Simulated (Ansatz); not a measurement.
The system is CuO (Tenorite).

```xyz
4
Lattice="2.3418 -1.7113 0.0000 2.3418 1.7113 0.0000 -0.8500 0.0000 5.0579" Properties=species:S:1:pos:R:3 pbc="T T T"
Cu    0.7459   -0.8557    2.5289
Cu    1.1709    0.8557    0.0000
O     1.7043    0.2793    3.7934
O     2.1293   -0.2793    1.2645
```

* Program: Ansatz 0.2.0
* Task: relaxation of cell and atoms
* Functional: LDA
* Potentials or basis: Ansatz PAW
* Cutoff: 420 eV (not typed: the program's choice for these potentials)
* k mesh: 10 × 10 × 5
* Occupations: fermi-dirac, width 0.05 eV
* Spin: no spin polarisation

At the start: volume 10.13 Å³/atom.

**Question.** Where does the relaxation end?

**Answer.** It ends after 20 steps and the volume is 10.27 Å³/atom (+1.3 %); space group P4_2/mmc (No. 131, to 0.05 Å).

Step by step:
```
step  energy change (eV)  largest force (eV/Å)  volume (Å³)
   1              0.0000                0.4730        40.54
   2             -0.0646                0.3613        39.78
   3             -0.1221                0.0535        39.04
   4             -0.1381                0.0373        39.55
   5             -0.1482                0.0543        40.73
   6             -0.1540                0.0002        40.38
   7             -0.1539                0.0005        40.39
   8             -0.1776                0.0015        40.39
   9             -0.1897                0.0056        40.72
  10             -0.1903                0.0002        40.92
  11             -0.1906                0.0002        40.88
  12             -0.2002                0.0014        40.88
  13             -0.2027                0.0014        41.01
  14             -0.2027                0.0010        41.04
  15             -0.2050                0.0006        41.04
  16             -0.2054                0.0004        41.06
  17             -0.2054                0.0001        41.06
  18             -0.2056                0.0000        41.06
  19             -0.2056                0.0005        41.06
  20             -0.2058                0.0006        41.06
```

Final structure:
```cif
data_structure
_symmetry_space_group_name_H-M 'P 1'
_symmetry_Int_Tables_number 1
_cell_length_a 2.8538
_cell_length_b 2.8538
_cell_length_c 5.0419
_cell_angle_alpha 90.013
_cell_angle_beta 90.013
_cell_angle_gamma 89.731
_cell_volume 41.06
loop_
_atom_site_label
_atom_site_type_symbol
_atom_site_fract_x
_atom_site_fract_y
_atom_site_fract_z
_atom_site_occupancy
Cu1 Cu 0.50000 0.00000 0.50000 1
Cu2 Cu 0.00000 0.50000 0.00000 1
O1 O 0.49994 0.50006 0.75000 1
O2 O 0.50006 0.49994 0.25000 1
```

Caveat: the plane-wave basis is chosen anew once the cell has moved, so the energies of steps on either side of that aren't comparable; the pressure holds a Pulay correction of +0.9 GPa for the finite cutoff; the run has no spin polarisation, though such a crystal can be magnetic; the PAW data sets come from PBE, with cores solved anew for the run's functional, which leaves a small shift of forces and pressure.
